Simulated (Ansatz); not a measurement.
## MoP under pressure: fit and missing row

MoP, P-6m2, a = 3.241 Å, c = 3.195 Å. The structure is a COD entry; whether it is the stable form wasn't checked. Ansatz: PBE, PAW, 420 eV, Γ-centred 18×18×14 mesh on 2 atoms, Gaussian smearing 0.10 eV; no spin polarisation. Cell and atoms are relaxed at each pressure, and no other structure is tried, so the rows at high pressure may lie past a change of phase.

| V (Å³/atom) | P (GPa) |
| --- | --- |
| 11.356 | 90.00 |
| ? | 50.00 |
| 13.220 | 25.00 |
| 13.821 | 12.03 |
| 14.277 | 3.96 |
| 14.467 | 0.99 |
| 14.534 | -0.01 |
| 14.601 | -1.00 |

**Question.** Take V0 = 14.534 Å³/atom, count pressures from its P0 = -0.01 GPa, fit the third-order Birch–Murnaghan form to the other rows, and predict the missing volume.

**Answer.** With the Eulerian strain f = ½[(V0/V)^(2/3) − 1] and y = (P − P0)/[3f(1 + 2f)^(5/2)], the form is the line y = B0 + 1.5 B0 (B0′ − 4) f. Rows (f, y): 0.08940, 222.4; 0.03261, 218.3; 0.01705, 216.5; 0.00598, 214.8; 0.00154, 214.8; -0.00153, 217.3. Means f = 0.02418, y = 217.35; Σ(Δf)² = 0.005880, ΣΔfΔy = 0.4489; the slope is their ratio. y = 215.5 + 76.33 f GPa, so B0 = 215.5 GPa and B0′ = 4 + 2 × (76.33)/(3 × 215.5) = 4.24. P = 50.00 GPa is met at f = 0.05769 (y = 219.90), so V = V0 (1 + 2f)^(−3/2) = 12.338 Å³/atom. The run gave 12.342 Å³/atom, so the fit is 0.004 Å³/atom too low, a small miss on the scale of the series.